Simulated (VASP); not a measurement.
# CdTe (F-43m) in VASP: notebook, part 2 of 2

VASP 6.6.1. The steps go on from the part before.

### 6 Against experiment

Step 2. Against the measured gap of CdTe, 1.607 eV (0 K; a printed reference work, data compilation), the calculated 0.64 eV is off by -0.96 eV. Spin-orbit coupling on Cd, Te is left out. The value is that of PBEsol, without temperature or zero-point motion. Semilocal functionals fall short of measured gaps as a rule.

Step 4. Measured gap of CdTe: 1.607 eV (0 K; a printed reference work, data compilation). This calculation gives 1.25 eV (-0.36 eV). Spin-orbit coupling on Cd, Te is left out. The value is that of r2SCAN, without temperature or zero-point motion.
